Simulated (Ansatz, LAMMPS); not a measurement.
# Structural relaxation of amorphous TiO2 at 3.05 g/cm^3 (84 atoms), part 4 of 4

How does amorphous TiO2 at 3.05 g/cm^3 (84 atoms) relax, and what do bonds, charges and levels look like afterwards?

Ansatz 0.2.0; Kohn-Sham DFT, PBE, PAW (set soft_2), plane waves.

The cell: 28 Ti and 56 O. The quench rate of 50 K/ps far exceeds what a furnace or splat quench reaches. The starting topology of bonds comes from the classical model. Only the Γ point is sampled in the main run, in a cell whose shortest periodic width is 11 Å.

So far. Step 4 (Relaxation): The relaxation changed the energy by -51.7 meV/atom, and atoms moved by 0.37 Å r.m.s., 1.1 Å at most. Step 7 (K-mesh 2×2×2): Forces differ from those of the single point at the relaxed geometry by 11 meV/Å r.m.s.; the energy by -0.25 meV/atom and the gap by -0.041 eV. It took 2.6 min and 12 cycles; the reference's time can't be set against it, since the two runs asked for unlike analyses.

## 8. Functional HSE06

HSE06 mixes in a quarter of exact exchange at short range, which counters self-interaction, at a higher cost.

This step: Kohn-Sham DFT, HSE06, PAW (set soft_2), plane waves (Ansatz 0.2.0).

input.yaml reads:

```yaml
crystal:
  lattice:
    - [10.6745, 0.0, 0.0]
    - [0.0, 10.6745, 0.0]
    - [0.0, 0.0, 10.6745]
  atoms:
    [... the 84 atom lines of step 6 ...]
kpoints:
  mp_grid: { grid: [1, 1, 1] }
hamiltonian:
  xc: hse06
scf:
  occupations: { method: fermi_dirac, width: 0.025 }
output:
  forces: true
  stress: true
  populations: true
  dos:
    method: { smearing: { sigma: 0.08 } }
    de: 0.05
    projected: { site_lists: { O: [O], Ti: [Ti] } }
  eigenvalues: true
```

On the command line:

```sh
ansatz run input.yaml --threads 4 --pin off --max-ram 8192MiB --backend cpu --events-out ev --progress --plain --runs-dir out
```

Numbers of over 12 decimals in the logs are rounded to 6 here.

What it wrote:

```text
Warning: output.stress: scf.convergence.dr2_threshold = 1e-7 eV (the SCF's general default) is looser than the 1.6e-9 eV advised for a printed stress (1e-10 eV for each atom of the cell: 84, of which 16 are counted). What an SCF threshold leaves in a stress goes as its square root, and in the free energy as the threshold itself, and one threshold admits the most on a small cell: [...]
Warning: output.stress: scf.exx.energy_threshold = 1e-6 eV is looser than the 1.6e-7 eV advised for a stress under a hybrid functional (1e-8 eV for each atom of the cell: 84, of which 16 are counted). Every SCF of the exchange loop can meet its threshold on dr2 while the loop round them stops early: [...]
exact exchange: scf.exx.singularity resolves to wigner_seitz, which cuts the screened interaction at the faces of the exchange supercell's Wigner-Seitz cell, so that each pair interacts once, at the shortest of its separations (the periodic images that this leaves out come, [...]
[...]
Crystal: 84 atoms, lattice volume = 1216.305 Å³
Basis set: ecut = 420 eV, 23847 PW (Γ), exchange–correlation on 144×144×144 points (8 copies of the dense FFT grid, shifted against one another)
Bands: 420, of which v1, the nominal top of the filled ones, is band 336 counted from 1 (335 counted from 0)
Symmetry: 1 space group operations
[...]
k-points: 1
[...]
SCF iter   1: F=—  HF=-101875.935514 eV  |F-HF|=—  |Δ(HF+E_count)|=         —  Δρ=4.17e-3  dr2=1.86e-1  ethr=1.77e-3  ⟨swp⟩=6.0  Hψ=1738  notcnv=0
[...]
SCF iter   5: F=-101875.947543 eV  HF=-101875.947732 eV  |F-HF|=1.89e-4  |Δ(HF+E_count)|=   3.60e-3  Δρ=2.88e-4  dr2=7.23e-4  ethr=1.15e-7  ⟨swp⟩=5.0  Hψ=1988  notcnv=0  defer=1
SCF 1 stopped early in 5 iterations: F = -101875.947543 eV  dr2 = 7.23e-4
[...]
Exchange kernel: α = 0.2500, screened, ω = 0.2079 Å⁻¹, Wigner–Seitz truncation, v(0) = 935.6952 eV·Å³, q-mesh 1×1×1, nearest image of the exchange supercell L = 10.67 Å, pair-density grid 54×54×54, without the augmentation charges, whose exchange is taken in its separable form (sized by the pseudopotential files, [...]
Frozen-core exchange: fock
SCF iter   1: F=—  HF=-101854.467227 eV  |F-HF|=—  |Δ(HF+E_count)|=         —  Δρ=2.98e-2  dr2=1.56e1  ethr=1.08e-6  ⟨swp⟩=16.0  Hψ=2423  notcnv=0
[...]
SCF iter   7: F=—  HF=-101851.064708 eV  |F-HF|=—  |Δ(HF+E_count)|=   1.48e-3  Δρ=3.25e-4  dr2=1.12e-3  ethr=8.80e-7  ⟨swp⟩=2.0  Hψ=756  notcnv=0
SCF iter   8: F=-101851.064535 eV  HF=-101851.064587 eV  |F-HF|=5.12e-5  |Δ(HF+E_count)|=   1.21e-4  Δρ=7.68e-5  dr2=2.91e-4  ethr=1.43e-7  ⟨swp⟩=4.0  Hψ=943  notcnv=0
SCF 2 stopped early in 8 iterations: F = -101851.064535 eV  dr2 = 2.91e-4
  Residual-converged pass: ⟨swp⟩=4.0  Hψ=1299  notcnv=0  max |occ|·‖R‖ = 4.9e-6 eV (tolerance 6.7e-6 eV)  dr2=2.94e-4  dr2_onsite=6.57e-6  max |Δocc| = 0.0e0
hybrid outer 1: dexx = +7.181e-1 eV, tail = 1.71e-3 eV
[...]
Frozen-core exchange: fock
SCF iter   1: F=—  HF=-101851.054072 eV  |F-HF|=—  |Δ(HF+E_count)|=         —  Δρ=3.07e-4  dr2=1.38e-3  ethr=1.27e-6  ⟨swp⟩=10.0  Hψ=1304  notcnv=0
[...]
SCF iter  10: F=—  HF=-101851.053829 eV  |F-HF|=—  |Δ(HF+E_count)|=   2.62e-7  Δρ=2.00e-6  dr2=4.36e-8  ethr=5.42e-12 (applied; sched 1.58e-12)  ⟨swp⟩=9.0  Hψ=1460  notcnv=0
SCF iter  11: F=-101851.053829 eV  HF=-101851.053829 eV  |F-HF|=3.84e-9  |Δ(HF+E_count)|=   1.05e-8  Δρ=6.50e-7  dr2=9.30e-9  ethr=9.96e-12 (applied; sched 1.58e-12)  ⟨swp⟩=3.0  Hψ=778  notcnv=0
SCF 3 converged in 11 iterations: F = -101851.053829 eV  dr2 = 9.30e-9
[...]
hybrid outer 2: dexx = +9.537e-5 eV, tail = 3.63e-7 eV, Δε = 9.69e-3 eV (about 1.57e-4 eV left of the loop's levels), ΔF = 6.14e-2 eV/Å (tail 4.42e-3)
[...]
Frozen-core exchange: fock
SCF iter   1: F=—  HF=-101851.053833 eV  |F-HF|=—  |Δ(HF+E_count)|=         —  Δρ=3.13e-6  dr2=1.46e-7  ethr=2.70e-10  ⟨swp⟩=16.0  Hψ=1713  notcnv=0
[...]
SCF iter   4: F=-101851.053833 eV  HF=-101851.053833 eV  |F-HF|=1.46e-10  |Δ(HF+E_count)|=   2.40e-9  Δρ=1.67e-7  dr2=6.05e-10  ethr=5.47e-12 (applied; sched 1.21e-12)  ⟨swp⟩=6.0  Hψ=794  notcnv=0  defer=3
SCF 4 converged in 4 iterations: F = -101851.053833 eV  dr2 = 6.05e-10
[...]
hybrid SCF converged: 3 outer / 23 inner (+5 warm-up), last move |dexx| = 5.08e-8 eV, tail = 1.41e-9 eV
Stability not checked: this state was not tested for a lower state beside it, because the functional holds exact exchange (a hybrid, or Hartree-Fock), whose exchange loop this test does not read (fock_operator; see scf.lower_state_search)
Free energy (F): -101851.053833 eV
Frozen-core exchange: fock
[...]
Internal energy: -101851.053833 eV  (E = F + TS)
E sigma→0 (E₀):  -101851.053833 eV
Fermi energy:    5.403857 eV
[...]
Σ components = -101851.053833   (vs F -101851.053833, Δ=0.00e0)
--- Forces (eV/Å), atoms counted from 1 ---
  atom   1  Ti    -0.03036103     0.05563275    -0.22395477
  atom   2  Ti    -0.24016956    -0.08364444     0.01988601
  atom   3  Ti    -0.09212554    -0.09710940     0.10777989
  atom   4  Ti    -0.11526438     0.02255554    -0.35097000
[...]
atom  84  O     -0.03863152     0.48967399     0.45802031
  max |Σ_I F_I| component: 6.18e-5 eV/Å
--- Stress (GPa, compression-positive) ---
       -5.779370      -0.563049       0.302809
       -0.563049      -4.890416      -0.914609
        0.302809      -0.914609      -6.360830
  P = ⅓ Tr σ = -5.6769 GPa (-56.769 kbar)
--- Band table (eV) ---
[...]
--- Löwdin populations: 84 sites ---
  site symbol       q [e]
     0     Ti     10.4765
     1     Ti     10.4754
     2     Ti     10.4689
[...]
83      O      6.6324
  spilling = 0.004139 (of n_electrons = 672.000000)
```

Elapsed: 6.1 min, on 4 threads of AMD EPYC 7B13 (Zen 3), shared host; peak memory 4.3 GiB; 23 min of CPU time.

The program notes that the exchange threshold is loose for the stress and the SCF threshold is loose for the stress.

Geometry and reference: those of the single point at the relaxed geometry.

Forces differ from those of the single point at the relaxed geometry by 190 meV/Å r.m.s.; the pressure by -5.3 GPa and the gap by +1.6 eV. It took 6.1 min and 28 cycles; the reference's time can't be set against it, since the two runs asked for unlike analyses.

Numbers from this run:

| Property | Result |
| --- | --- |
| free energy | -101851.0538 eV |
| free energy per atom | -1212.5125 eV/atom |
| SCF cycles | 28 |
| pressure | -5.677 GPa |
| r.m.s. force component | 0.1896 eV/Å |
| longest force | 0.6716 eV/Å |
| Fermi energy | 5.404 eV |
| gap (highest filled to lowest empty level) | 4.475 eV |
| spilling of the projection | 0.004139 |

Length of the force by element and coordination:

| element | coordination | atoms | mean length of the force (eV/Å) | spread | least | most |
| --- | --- | --- | --- | --- | --- | --- |
| O | all | 56 | 0.323 | 0.125 | 0.116 | 0.672 |
| O | 2 | 39 | 0.347 | 0.129 | 0.119 | 0.672 |
| O | 3 | 16 | 0.267 | 0.0962 | 0.116 | 0.472 |
| O | 4 | 1 | 0.267 | 0 | 0.267 | 0.267 |
| Ti | all | 28 | 0.265 | 0.118 | 0.0951 | 0.596 |
| Ti | 4 | 13 | 0.201 | 0.0816 | 0.0951 | 0.377 |
| Ti | 5 | 12 | 0.313 | 0.106 | 0.199 | 0.596 |
| Ti | 6 | 3 | 0.347 | 0.154 | 0.146 | 0.521 |

Löwdin charges by element and coordination (they lack the spilled electrons, 0.033 e an atom on average):

| element | coordination | atoms | mean charge (e) | spread | least | most |
| --- | --- | --- | --- | --- | --- | --- |
| O | all | 56 | -0.709 | 0.0441 | -0.825 | -0.632 |
| O | 2 | 39 | -0.688 | 0.0289 | -0.758 | -0.632 |
| O | 3 | 16 | -0.751 | 0.033 | -0.792 | -0.680 |
| O | 4 | 1 | -0.825 | 0 | -0.825 | -0.825 |
| Ti | all | 28 | 1.52 | 0.0182 | 1.49 | 1.55 |
| Ti | 4 | 13 | 1.52 | 0.0138 | 1.49 | 1.55 |
| Ti | 5 | 12 | 1.51 | 0.0214 | 1.49 | 1.55 |
| Ti | 6 | 3 | 1.52 | 0.0184 | 1.50 | 1.54 |

States in the cell by windows of 1 eV, zero at the Fermi level; the larger projections on atomic orbitals stand beside the total:

| from (eV) | to (eV) | total | O p | Ti d |
| --- | --- | --- | --- | --- |
| -18 | -8 | 0.0 | 0.0 | 0.0 |
| -8 | -7 | 2.0 | 1.4 | 0.4 |
| -7 | -6 | 37.7 | 26.8 | 8.9 |
| -6 | -5 | 107.7 | 78.7 | 24.4 |
| -5 | -4 | 63.8 | 52.0 | 9.9 |
| -4 | -3 | 76.4 | 67.3 | 7.2 |
| -3 | -2 | 48.3 | 45.3 | 2.2 |
| -2 | 2 | 0.0 | 0.0 | 0.0 |
| 2 | 3 | 47.6 | 3.0 | 42.7 |
| 3 | 4 | 70.2 | 8.9 | 56.8 |

Between -26 and -18 eV lie 112 more states.

The stored curve holds about 448 of the 672 electrons; the rest, give or take the few that broadening carries across the Fermi level, lie in deeper levels below its range.

The levels nearest the highest filled one (over half full), pooled over k-points and spins:

| level less the highest filled one (eV) | occupation |
| --- | --- |
| -0.240 | 2 |
| -0.203 | 2 |
| -0.159 | 2 |
| -0.0607 | 2 |
| -0.0393 | 2 |
| 0 | 2 |
| 4.48 | 0 |
| 4.50 | 0 |
| 4.55 | 0 |
| 4.64 | 0 |
| 4.73 | 0 |
| 4.75 | 0 |

## 9. Functional r2SCAN (500 eV)

The meta-GGA r2SCAN uses the kinetic energy density as well as the density and its gradient. Besides, the cutoff goes from 420 to 500 eV.

This step: Kohn-Sham DFT, r2SCAN, PAW (set soft_2), plane waves (Ansatz 0.2.0).

input.yaml, as its differences from that of step 8:

```diff
@@ -10,3 +10,3 @@
 hamiltonian:
-  xc: hse06
+  xc: r2scan
 scf:
```

What it wrote:

```text
[...]
Crystal: 84 atoms, lattice volume = 1216.305 Å³
Basis set: ecut = 500 eV, 31031 PW (Γ), exchange–correlation on 320×320×320 points (64 copies of the dense FFT grid, shifted against one another)
Bands: 420, of which v1, the nominal top of the filled ones, is band 336 counted from 1 (335 counted from 0)
Symmetry: 1 space group operations
[...]
k-points: 1
[...]
SCF iter   1: F=—  HF=-102082.905127 eV  |F-HF|=—  |Δ(HF+E_count)|=         —  Δρ=2.31e-2  dr2=7.78e0  dr2_τ=5.25e0  ethr=1.77e-3  ⟨swp⟩=5.0  Hψ=1558  notcnv=0  defer=36
[...]
SCF iter  12: F=—  HF=-102082.912734 eV  |F-HF|=—  |Δ(HF+E_count)|=   1.67e-7  Δρ=3.50e-6  dr2=1.77e-7  dr2_τ=1.65e-8  ethr=6.82e-11  ⟨swp⟩=2.0  Hψ=540  notcnv=0  defer=78
SCF iter  13: F=-102082.912734 eV  HF=-102082.912734 eV  |F-HF|=1.26e-8  |Δ(HF+E_count)|=   5.81e-8  Δρ=1.62e-6  dr2=3.97e-8  dr2_τ=3.76e-9  ethr=1.49e-11  ⟨swp⟩=10.0  Hψ=1790  notcnv=0
SCF 1 converged in 13 iterations: F = -102082.912734 eV  dr2 = 3.97e-8
[...]
SCF converged after 13 iterations
Free energy (F): -102082.912734 eV
[...]
Internal energy: -102082.912734 eV  (E = F + TS)
E sigma→0 (E₀):  -102082.912734 eV
Fermi energy:    5.448305 eV
[...]
Σ components = -102082.912734   (vs F -102082.912734, Δ=0.00e0)
--- Forces (eV/Å), atoms counted from 1 ---
  atom   1  Ti    -0.00973105    -0.01315915    -0.08375458
  atom   2  Ti    -0.05716396    -0.03064423     0.00313594
  atom   3  Ti    -0.02972251    -0.02139191     0.03801047
  atom   4  Ti    -0.02399291     0.00237057    -0.05809218
[...]
atom  84  O     -0.02496088     0.16002788     0.14100203
  max |Σ_I F_I| component: 1.12e-4 eV/Å
--- Stress (GPa, compression-positive) ---
       -3.929039      -0.574963       0.242291
       -0.574964      -3.243070      -0.832037
        0.242290      -0.832037      -4.508599
  P = ⅓ Tr σ = -3.8936 GPa (-38.936 kbar)
--- Band table (eV) ---
[...]
--- Löwdin populations: 84 sites ---
  site symbol       q [e]
     0     Ti     10.5670
     1     Ti     10.5663
     2     Ti     10.5602
[...]
83      O      6.5973
  spilling = 0.003648 (of n_electrons = 672.000000)
```

Run time: 42 s. Hardware: 4 threads; peak memory 3.5 GiB.

Geometry and reference: those of the single point at the relaxed geometry.

Forces differ from those of the single point at the relaxed geometry by 67 meV/Å r.m.s.; the pressure by -3.5 GPa and the gap by +0.37 eV. It took 42 s and 13 cycles; the reference's time can't be set against it, since the two runs asked for unlike analyses.

## 10. Functional PBEsol

PBEsol restores the gradient expansion of exchange for slowly varying densities and usually gives shorter bonds in solids than PBE.

This step: Kohn-Sham DFT, PBEsol, PAW (set soft_2), plane waves (Ansatz 0.2.0).

input.yaml, as its differences from that of step 9:

```diff
@@ -10,3 +10,3 @@
 hamiltonian:
-  xc: r2scan
+  xc: pbesol
 scf:
```

What it wrote:

```text
[...]
Crystal: 84 atoms, lattice volume = 1216.305 Å³
Basis set: ecut = 420 eV, 23847 PW (Γ), exchange–correlation on 144×144×144 points (8 copies of the dense FFT grid, shifted against one another)
Bands: 420, of which v1, the nominal top of the filled ones, is band 336 counted from 1 (335 counted from 0)
Symmetry: 1 space group operations
[...]
k-points: 1
[...]
SCF iter   1: F=—  HF=-100782.814420 eV  |F-HF|=—  |Δ(HF+E_count)|=         —  Δρ=1.51e-2  dr2=2.46e0  ethr=1.77e-3  ⟨swp⟩=5.0  Hψ=1559  notcnv=0  defer=36
[...]
SCF iter  12: F=—  HF=-100782.336563 eV  |F-HF|=—  |Δ(HF+E_count)|=   8.04e-7  Δρ=6.11e-6  dr2=5.78e-7  ethr=2.16e-10  ⟨swp⟩=2.0  Hψ=528  notcnv=0  defer=78
SCF iter  13: F=-100782.336564 eV  HF=-100782.336564 eV  |F-HF|=7.10e-8  |Δ(HF+E_count)|=   1.36e-7  Δρ=1.88e-6  dr2=5.99e-8  ethr=1.49e-11  ⟨swp⟩=9.0  Hψ=2023  notcnv=0
SCF 1 converged in 13 iterations: F = -100782.336564 eV  dr2 = 5.99e-8
[...]
SCF converged after 13 iterations
Free energy (F): -100782.336564 eV
[...]
Internal energy: -100782.336564 eV  (E = F + TS)
E sigma→0 (E₀):  -100782.336564 eV
Fermi energy:    5.521348 eV
[...]
Σ components = -100782.336564   (vs F -100782.336564, Δ=0.00e0)
--- Forces (eV/Å), atoms counted from 1 ---
  atom   1  Ti     0.01720029     0.00094301    -0.14442649
  atom   2  Ti    -0.06788670     0.00249702    -0.02269487
  atom   3  Ti    -0.08127401    -0.06331240     0.04405185
  atom   4  Ti    -0.08046138    -0.02009140    -0.13416731
[...]
atom  84  O     -0.04562176     0.24159663     0.15051954
  max |Σ_I F_I| component: 8.37e-5 eV/Å
--- Stress (GPa, compression-positive) ---
       -4.572837      -0.544321       0.216939
       -0.544321      -3.900584      -0.826251
        0.216939      -0.826251      -5.180904
  P = ⅓ Tr σ = -4.5514 GPa (-45.514 kbar)
--- Band table (eV) ---
[...]
--- Löwdin populations: 84 sites ---
  site symbol       q [e]
     0     Ti     10.6752
     1     Ti     10.6773
     2     Ti     10.6689
[...]
83      O      6.5436
  spilling = 0.003667 (of n_electrons = 672.000000)
```

The job ended after 20 s (4 threads; peak memory 1.7 GiB).

Geometry and reference: those of the single point at the relaxed geometry.

Forces differ from those of the single point at the relaxed geometry by 84 meV/Å r.m.s.; the pressure by -4.1 GPa and the gap by -0.023 eV.

## 11. The ladder side by side

Each row is set against the single point at the relaxed geometry (Kohn-Sham DFT, PBE, PAW (set soft_2), plane waves; r.m.s. force component 0.00464 eV/Å). Energies are set beside the reference only for runs with its functional, potentials and electron count. Times are for 4 threads of AMD EPYC 7B13 (Zen 3), shared host. The reference's time includes grids, which some other runs skip.

| run | Δ force, r.m.s. (meV/Å) | Δ energy (meV/atom) | Δ pressure (GPa) | Δ gap (eV) | cycles | time | host memory (GiB) |
| --- | --- | --- | --- | --- | --- | --- | --- |
| reference | - | - | - | - | 12 | 18 s | 1.7 |
| k-mesh 2×2×2 | 11.0 | -0.248 | -0.0136 | -0.0413 | 12 | 2.6 min | 6.5 |
| functional HSE06 | 190 | - | -5.27 | 1.56 | 28 | 6.1 min | 4.3 |
| functional r2SCAN (500 eV) | 66.6 | - | -3.49 | 0.366 | 13 | 42 s | 3.5 |
| functional PBEsol | 84.0 | - | -4.15 | -0.0226 | 13 | 20 s | 1.7 |

## 12. What came out

```yaml
energy_change_in_the_relaxation: -51.68 meV/atom
r_m_s_displacement: 0.371 Å
largest_displacement: 1.09 Å
free_energy_per_atom: -1212.8070 eV/atom
pressure: -0.4027 GPa
r_m_s_force_component: 0.00464 eV/Å
spacing_of_highest_filled_and_lowest_empty_level: 2.92 eV
wall_time_of_the_7_dft_runs: 13 min
```

What this shows: Relaxation lowers the energy by 51.7 meV/atom and moves atoms by 0.37 Å r.m.s.; the r.m.s. force component goes from 0.66 to 0.0046 eV/Å. By the final cutoffs 1 of 121 bonded pairs parted and 10 joined. First to last step the energy falls by 4.341 eV; the largest move, 1.09 Å, is that of O38. The O-Ti bonds go from 1.847 Å (spread 0.149) to 1.908 Å (spread 0.151), and their number from 121 to 130. With the cutoffs above, 70 % of O atoms have 2 and 46 % of Ti atoms have 4 bonded neighbours. The highest filled and lowest empty levels differ by 2.92 eV (at Γ alone); a semilocal functional tends to put such gaps too low. In a disordered cell it changes from sample to sample, and tail or defect levels can set it.

Among the changes of functional, dispersion, potentials or spin set against this reference, functional HSE06 moves the forces most, by 190 meV/Å r.m.s. The gap changes by +1.56 eV with HSE06.

**Limits.** The network of bonds at the start is that of the classical potential that made the cell; in DFT 1 of its 121 bonded pairs passed out of the cutoffs and 10 came within them.

[Logs are printed without paths, hosts, clocks, repeated set-up lines and the standing remarks that a program may print on its own settings, such as how far it seeks lower states.]

[Hosts, paths, dates, database ids (printed as entryN), source tags and the programs' standing remarks are cut or masked in the printed files.]
